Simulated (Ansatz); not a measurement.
Crystal: CoO.

```
Co O
1.0
     1.50547    0.86918    2.43993
    -1.50547    0.86918    2.43993
     0.00000   -1.73837    2.43993
Co O
1 1
Direct
  0.00000 0.00000 0.00000
  0.50000 0.50000 0.50000
```

The cell is a database's computed one.

Base run:

* Program: Ansatz 0.2.0
* Functional: PBEsol
* Potentials or basis: Ansatz PAW
* Cutoff: 420 eV
* Density cutoff: 1680 eV
* k mesh: 11 × 11 × 11
* Occupations: fermi-dirac, width 0.05 eV
* Spin: collinear spin, ferromagnetic start
* Starting moments: [2.0, 0.0] μB

Its results: band gap on the k mesh none (metal or under the smearing width); pressure -9.1 GPa; net moment 2.94 μB per cell; site moments Co +2.49; O +0.34 μB.

Question: The run is repeated on the same cell with these changes: hubbard terms from none to Co d U = 3 eV; hubbard projectors from none to ortho-atomic (the default). What comes out?

Answer: Band gap on the k mesh 0.93 eV, indirect (least direct gap 1.77 eV); pressure 0.7 GPa; net moment 3.00 μB per cell; site moments Co +2.58; O +0.25 μB.

The U term pushes filled and empty states of the shell apart.

Caveats: a cell with one magnetic atom can't hold antiferromagnetic order, which such compounds often take; the PAW data sets come from PBE, with cores solved anew for the run's functional, which leaves a small shift of forces and pressure; semilocal functionals often make such compounds metallic where correlation or magnetic order opens a gap, which also shifts bond lengths (some runs); the magnetic or orbital state may not be the lowest (some runs).

A k mesh can miss the band edges.

Not every run made on this cell is shown here.
